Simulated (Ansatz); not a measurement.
Sb under changes of volume

One of the cells (26.654 Å³/atom); the others are scaled copies at fixed shape and fractional positions:

```
Sb
1.0
     3.35453    0.00000    0.00000
    -1.67727    2.90511    0.00000
     0.00000    0.00000    5.47016
Sb
2
Direct
  0.66667 0.33333 0.75000
  0.33333 0.66667 0.25000
```

This isn't the form of Sb at room conditions, which is rhombohedral.

```yaml
Program: Ansatz 0.2.0
Functional: HSE06
Potentials_or_basis: Ansatz PAW
Cutoff: "420 eV (not typed: the program's choice for these potentials)"
k_mesh: 6 × 6 × 4
Occupations: fermi-dirac, width 0.05 eV
Spin: no spin polarisation
```

| volume (Å³/atom) | energy over the lowest point (meV/atom) | pressure (GPa) |
| --- | --- | --- |
| 25.055 | 18.26 | 4.4 |
| 25.588 | 6.75 | 2.6 |
| 26.121 | 0.85 | 1.0 |
| 26.654 | 0.00 | -0.4 |
| 27.187 | 3.67 | -1.7 |
| 27.720 | 11.34 | -2.9 |
| 28.253 | ? | ? |

Task: What does the run at 28.253 Å³/atom give?

Result: Energy over the lowest point 22.64 meV/atom; pressure -3.9 GPa.

Worked out: A Birch-Murnaghan fit of order 3 (a polynomial in V^(-2/3)) to the other rows has its minimum at 26.48 Å³/atom with B0 = V·E''(V) = 70 GPa and B' = 4.5 at fixed shape and positions, which overstates the stiffness. It gives 22.63 meV/atom at 28.253 Å³/atom, against the run's 22.64, and -dE/dV = -3.9 GPa, against -3.9.

Energies are extrapolated to zero smearing.

Caveats: some runs use coarse meshes; the PAW data sets come from PBE, with cores solved anew for the run's functional, which leaves a small shift of forces and pressure; the thresholds are loose for stress.
